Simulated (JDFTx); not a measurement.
# Sr (Im-3m) in JDFTx: equation of state

Aim: energy against volume of Sr in PBE, for its equilibrium volume and stiffness.

All numbers are computed with JDFTx 1.7.0 (patched build); they aren't measurements. Logs are shortened: lines on timing, memory, paths and dates and some standing lists are left out, and cuts for length are marked. The log counts tension as positive stress, the text compression.

### 1 The crystal as given

Symmetry: Im-3m, No. 229, cubic system. Conventional cell: a = 4.870 Å, b = 4.870 Å, c = 4.870 Å, α = 90.00°, β = 90.00°, γ = 90.00°. Sr (site symmetry m-3m) has 8 Sr at 4.22 Å as nearest neighbours.

This isn't the form of Sr at room conditions, which is fcc.

### 2 Equation of state, PBE, 54.29 Å³/atom (volume scaled by 0.94)

File Sr.in:

```
lattice \
   -4.5075489374     4.5075489374     4.5075489374 \
    4.5075489374    -4.5075489374     4.5075489374 \
    4.5075489374     4.5075489374    -4.5075489374
coords-type Lattice
ion Sr     0.0000000000     0.0000000000     0.0000000000 1

ion-species pseudo/Sr.upf
elec-cutoff 34
elec-ex-corr gga-PBE
kpoint-folding 8 8 8
elec-smearing Fermi 0.0018374661
elec-n-bands 10
electronic-SCF nIterations 100 energyDiffThreshold 1e-08
electronic-minimize nIterations 30 energyDiffThreshold 1e-7
forces-output-coords Cartesian

dump-name run.$VAR
dump End Ecomponents EigStats BandEigs Kpoints Forces Stress
```

Potentials or basis: PseudoDojo-SR-PBE-0.5-standard.

Started as:

```
jdftx -c 1 -i Sr.in -o Sr.out
```

Standard output:

```text
*************** JDFTx 1.7.0 (patched build) ***************

[... 9 lines left out ...]
---------- Initializing the Grid ----------
R =
[     -4.50755      4.50755      4.50755  ]
[      4.50755     -4.50755      4.50755  ]
[      4.50755      4.50755     -4.50755  ]
unit cell volume = 366.337
G =
[ -1.01282e-17   0.696963   0.696963  ]
[   0.696963 -1.01282e-17   0.696963  ]
[   0.696963   0.696963 -1.01282e-17  ]
Minimum fftbox size, Smin = [  44  44  44  ]
Chosen fftbox size, S = [  48  48  48  ]

---------- Exchange Correlation functional ----------
Initalized PBE GGA exchange.
Initalized PBE GGA correlation.

---------- Setting up pseudopotentials ----------
Width of ionic core gaussian charges (only for fluid interactions / plotting) set to 0

Reading pseudopotential file 'pseudo/Sr.upf':
  'Sr' pseudopotential, 'PBE' functional
  Generated using ONCVPSP code by D. R. Hamann
  10 valence electrons, 3 orbitals, 6 projectors, 1001 radial grid points, with lMax = 2
    4S    l: 0   occupation:  2.0   eigenvalue: -1.503063
    4P    l: 1   occupation:  6.0   eigenvalue: -0.838698
    5S    l: 0   occupation:  2.0   eigenvalue: -0.129587
  Core radius for overlap checks: 1.50 bohrs.

Initialized 1 species with 1 total atoms.

Folded 1 k-points by 8x8x8 to 512 k-points.

---------- Setting up k-points, bands, fillings ----------
Reduced to 29 k-points under symmetry.
Computing the number of bands and number of electrons
Calculating initial fillings.
nElectrons:  10.000000   nBands: 10   nStates: 29

----- Setting up reduced wavefunction bases (one per k-point) -----
average nbasis = 3468.271 , ideal nbasis = 3468.915

---------- Setting up ewald sum ----------
Optimum gaussian width for ewald sums = 2.814416 bohr.
Real space sum over 2197 unit cells with max indices [  6  6  6  ]
Reciprocal space sum over 2197 terms with max indices [  6  6  6  ]

---------- Allocating electronic variables ----------
Initializing wave functions:  linear combination of atomic orbitals
Note: number of bands (10) exceeds available atomic orbitals (5)
Sr pseudo-atom occupations:   s ( 2 2 )  p ( 6 )
	FillingsUpdate:  mu: +0.315569831  nElectrons: 10.000000
LCAOMinimize: Iter:   0  F: -30.8901304201034961  |grad|_K:  3.530e-05  alpha:  1.000e+00
	FillingsUpdate:  mu: +0.315576785  nElectrons: 10.000000
LCAOMinimize: Iter:   1  F: -30.8901320560573112  |grad|_K:  2.099e-06  alpha:  9.057e-01  linmin: -3.264e-03  cgtest:  2.636e-02
	FillingsUpdate:  mu: +0.315576275  nElectrons: 10.000000
LCAOMinimize: Iter:   2  F: -30.8901320623430742  |grad|_K:  5.662e-08  alpha:  9.835e-01  linmin:  1.801e-03  cgtest: -3.628e-02
	FillingsUpdate:  mu: +0.315576284  nElectrons: 10.000000
LCAOMinimize: Iter:   3  F: -30.8901320623466447  |grad|_K:  1.911e-09  alpha:  8.800e-01  linmin: -1.871e-01  cgtest:  8.745e-01
LCAOMinimize: Encountered beta<0, resetting CG.
LCAOMinimize: Converged (|Delta F|<1.000000e-06 for 2 iters).

-------- Electronic minimization -----------
Will mix electronic density at each iteration.
	FillingsUpdate:  mu: +0.315576284  nElectrons: 10.000000
	FillingsUpdate:  mu: +0.199248817  nElectrons: 10.000000
SCF: Cycle:  0   F: -30.956837709664818   dF: -6.671e-02   |Residual|: 1.449e-02   |deigs|: 1.675e-01
	FillingsUpdate:  mu: +0.191992071  nElectrons: 10.000000
SCF: Cycle:  1   F: -30.961838212828294   dF: -5.001e-03   |Residual|: 9.100e-03   |deigs|: 2.128e-02
	FillingsUpdate:  mu: +0.190893264  nElectrons: 10.000000
SCF: Cycle:  2   F: -30.962396281329035   dF: -5.581e-04   |Residual|: 4.897e-03   |deigs|: 5.936e-03
	FillingsUpdate:  mu: +0.191142996  nElectrons: 10.000000
SCF: Cycle:  3   F: -30.962448417028227   dF: -5.214e-05   |Residual|: 9.682e-04   |deigs|: 1.732e-03
	FillingsUpdate:  mu: +0.191168434  nElectrons: 10.000000
SCF: Cycle:  4   F: -30.962454225573776   dF: -5.809e-06   |Residual|: 5.834e-04   |deigs|: 3.826e-04
	FillingsUpdate:  mu: +0.191205694  nElectrons: 10.000000
SCF: Cycle:  5   F: -30.962455375872779   dF: -1.150e-06   |Residual|: 1.019e-04   |deigs|: 2.245e-04
	FillingsUpdate:  mu: +0.191199866  nElectrons: 10.000000
SCF: Cycle:  6   F: -30.962455683961149   dF: -3.081e-07   |Residual|: 3.856e-05   |deigs|: 2.008e-04
	FillingsUpdate:  mu: +0.191199527  nElectrons: 10.000000
SCF: Cycle:  7   F: -30.962455759533043   dF: -7.557e-08   |Residual|: 1.796e-05   |deigs|: 2.587e-04
	FillingsUpdate:  mu: +0.191200690  nElectrons: 10.000000
SCF: Cycle:  8   F: -30.962455780468833   dF: -2.094e-08   |Residual|: 4.121e-06   |deigs|: 3.611e-04
	FillingsUpdate:  mu: +0.191200704  nElectrons: 10.000000
SCF: Cycle:  9   F: -30.962455785639897   dF: -5.171e-09   |Residual|: 3.548e-06   |deigs|: 2.607e-04
	FillingsUpdate:  mu: +0.191200722  nElectrons: 10.000000
SCF: Cycle: 10   F: -30.962455787016726   dF: -1.377e-09   |Residual|: 3.649e-06   |deigs|: 2.072e-04
SCF: Converged (|Delta E|<1.000000e-08 for 2 iters).

Setting wave functions to eigenvectors of Hamiltonian

# Stress tensor in Cartesian coordinates [Eh/a0^3]:
[  2.32694e-06            0            0  ]
[            0  2.32694e-06            0  ]
[            0            0  2.32694e-06  ]

# Ionic positions in lattice coordinates:
ion Sr   0.000000000000000   0.000000000000000   0.000000000000000 1

# Forces in Cartesian coordinates:
force Sr   0.000000000000000   0.000000000000000   0.000000000000000 1

# Energy components:
   Eewald =      -20.1841039334770684
       EH =        6.8843487554242708
     Eloc =      -26.7538902267647174
      Enl =        5.0450801603857505
      Exc =       -8.3151634945114914
 Exc_core =        3.2711466258879902
       KE =        9.0904061687000777
-------------------------------------
     Etot =      -30.9621759443551881
       TS =        0.0002798426615394
-------------------------------------
        F =      -30.9624557870167258

IonicMinimize: Iter:   0  F: -30.962455787016726  |grad|_K:  0.000e+00
IonicMinimize: Converged (|grad|_K<1.000000e-04).

#--- Lowdin population analysis ---
# oxidation-state Sr +0.443

Dumping 'run.eigStats' ...
	eMin: -1.151978 at state 0 ( [ +0.000000 +0.000000 +0.000000 ] spin 0 )
	HOMO: +0.190373 at state 27 ( [ +0.375000 +0.500000 +0.500000 ] spin 0 )
	mu  : +0.191201
	LUMO: +0.192628 at state 24 ( [ +0.250000 +0.500000 +0.500000 ] spin 0 )
	eMax: +0.399139 at state 18 ( [ +0.125000 +0.500000 +0.500000 ] spin 0 )
	HOMO-LUMO gap: +0.002255
	Optical gap  : +0.006918 at state 24 ( [ +0.250000 +0.500000 +0.500000 ] spin 0 )
Done!
```

Run time: 55 s. Hardware: 1 thread of Arm Neoverse V1, shared host; peak memory 0.09 GiB.

Results:

```
Free energy            : -842.5313 eV
Pressure               : -0.1 GPa
Band gap on the k mesh : none (metal or under the smearing width)
```

Caveat: the cell was measured hot, at 901 K.

### 3 Equation of state, PBE, 55.44 Å³/atom (volume scaled by 0.96)

Changes to Sr.in since step 2:

```diff
@@ -1,5 +1,5 @@
 lattice \
-   -4.5075489374     4.5075489374     4.5075489374 \
-    4.5075489374    -4.5075489374     4.5075489374 \
-    4.5075489374     4.5075489374    -4.5075489374
+   -4.5392932857     4.5392932857     4.5392932857 \
+    4.5392932857    -4.5392932857     4.5392932857 \
+    4.5392932857     4.5392932857    -4.5392932857
 coords-type Lattice
```

Potentials or basis: PseudoDojo-SR-PBE-0.5-standard.

Started as:

```
jdftx -c 1 -i Sr.in -o Sr.out
```

Wall time 56 s (1 thread of Arm Neoverse V1, shared host); peak memory 0.09 GiB.

Results (log left out):

```yaml
Free_energy: -842.5300 eV
Pressure: -0.3 GPa
Band_gap_on_the_k_mesh: none (metal or under the smearing width)
```

Caveat: the cell was measured hot, at 901 K.

### 4 Equation of state, PBE, 56.60 Å³/atom (volume scaled by 0.98)

Changes to Sr.in since step 3:

```diff
@@ -1,5 +1,5 @@
 lattice \
-   -4.5392932857     4.5392932857     4.5392932857 \
-    4.5392932857    -4.5392932857     4.5392932857 \
-    4.5392932857     4.5392932857    -4.5392932857
+   -4.5705997459     4.5705997459     4.5705997459 \
+    4.5705997459    -4.5705997459     4.5705997459 \
+    4.5705997459     4.5705997459    -4.5705997459
 coords-type Lattice
```

Started as:

```
jdftx -c 1 -i Sr.in -o Sr.out
```

Wall time 56 s (1 thread of Arm Neoverse V1, shared host); peak memory 0.09 GiB.

Results (log left out):

```
Free energy            : -842.5271 eV
Pressure               : -0.5 GPa
Band gap on the k mesh : none (metal or under the smearing width)
```

Caveat: the cell was measured hot, at 901 K.

### 5 Equation of state, PBE, 57.75 Å³/atom

Changes to Sr.in since step 4:

```diff
@@ -1,5 +1,5 @@
 lattice \
-   -4.5705997459     4.5705997459     4.5705997459 \
-    4.5705997459    -4.5705997459     4.5705997459 \
-    4.5705997459     4.5705997459    -4.5705997459
+   -4.6014831135     4.6014831135     4.6014831135 \
+    4.6014831135    -4.6014831135     4.6014831135 \
+    4.6014831135     4.6014831135    -4.6014831135
 coords-type Lattice
```

Started as:

```
jdftx -c 1 -i Sr.in -o Sr.out
```

Run time: 54 s. Hardware: 1 thread of Arm Neoverse V1, shared host; peak memory 0.09 GiB.

The run converged. Its results:

```
Free energy            : -842.5227 eV
Pressure               : -0.7 GPa
Band gap on the k mesh : none (metal or under the smearing width)
```

Caveat: the cell was measured hot, at 901 K.

### 6 Equation of state, PBE, 58.91 Å³/atom (volume scaled by 1.02)

Changes to Sr.in since step 5:

```diff
@@ -1,5 +1,5 @@
 lattice \
-   -4.6014831135     4.6014831135     4.6014831135 \
-    4.6014831135    -4.6014831135     4.6014831135 \
-    4.6014831135     4.6014831135    -4.6014831135
+   -4.6319573997     4.6319573997     4.6319573997 \
+    4.6319573997    -4.6319573997     4.6319573997 \
+    4.6319573997     4.6319573997    -4.6319573997
 coords-type Lattice
```

Potentials or basis: PseudoDojo-SR-PBE-0.5-standard.

Started as:

```
jdftx -c 1 -i Sr.in -o Sr.out
```

It took 58 s on 1 thread of Arm Neoverse V1, shared host; peak memory 0.09 GiB.

The run converged. Its results:

```yaml
Free_energy: -842.5171 eV
Pressure: -0.9 GPa
Band_gap_on_the_k_mesh: none (metal or under the smearing width)
```

Caveat: the cell was measured hot, at 901 K.

### 7 Equation of state, PBE, 60.06 Å³/atom (volume scaled by 1.04)

Changes to Sr.in since step 6:

```diff
@@ -1,5 +1,5 @@
 lattice \
-   -4.6319573997     4.6319573997     4.6319573997 \
-    4.6319573997    -4.6319573997     4.6319573997 \
-    4.6319573997     4.6319573997    -4.6319573997
+   -4.6620358879     4.6620358879     4.6620358879 \
+    4.6620358879    -4.6620358879     4.6620358879 \
+    4.6620358879     4.6620358879    -4.6620358879
 coords-type Lattice
```

Started as:

```
jdftx -c 1 -i Sr.in -o Sr.out
```

Wall time 57 s (1 thread of Arm Neoverse V1, shared host); peak memory 0.09 GiB.

Results (log left out):

* Free energy: -842.5102 eV
* Pressure: -1.0 GPa
* Band gap on the k mesh: none (metal or under the smearing width)

Caveat: the cell was measured hot, at 901 K.

### 8 Equation of state, PBE, 61.22 Å³/atom (volume scaled by 1.06)

Changes to Sr.in since step 7:

```diff
@@ -1,5 +1,5 @@
 lattice \
-   -4.6620358879     4.6620358879     4.6620358879 \
-    4.6620358879    -4.6620358879     4.6620358879 \
-    4.6620358879     4.6620358879    -4.6620358879
+   -4.6917311847     4.6917311847     4.6917311847 \
+    4.6917311847    -4.6917311847     4.6917311847 \
+    4.6917311847     4.6917311847    -4.6917311847
 coords-type Lattice
```

Started as:

```
jdftx -c 1 -i Sr.in -o Sr.out
```

It took 57 s on 1 thread of Arm Neoverse V1, shared host; peak memory 0.1 GiB.

It converged, with:

```
Free energy            : -842.5024 eV
Pressure               : -1.2 GPa
Band gap on the k mesh : none (metal or under the smearing width)
```

Caveat: the cell was measured hot, at 901 K.

### 9 Equation of state, PBE

Potentials or basis: PseudoDojo-SR-PBE-0.5-standard.

No new run: the results of the series are fitted here.

What came out:

```
Equilibrium volume : 53.99 Å³/atom (rough: see the caveat)
Bulk modulus       : 12.0 GPa (rough)
```

Energy against volume, from the lowest point:
| volume (Å³/atom) | energy (meV/atom) |
| --- | --- |
| 54.286 | 0.00 |
| 55.441 | 1.32 |
| 56.596 | 4.26 |
| 57.751 | 8.63 |
| 58.906 | 14.29 |
| 60.061 | 21.11 |
| 61.216 | 28.97 |

Caveat: the minimum lies outside the volumes run; the cell was measured hot, at 901 K.
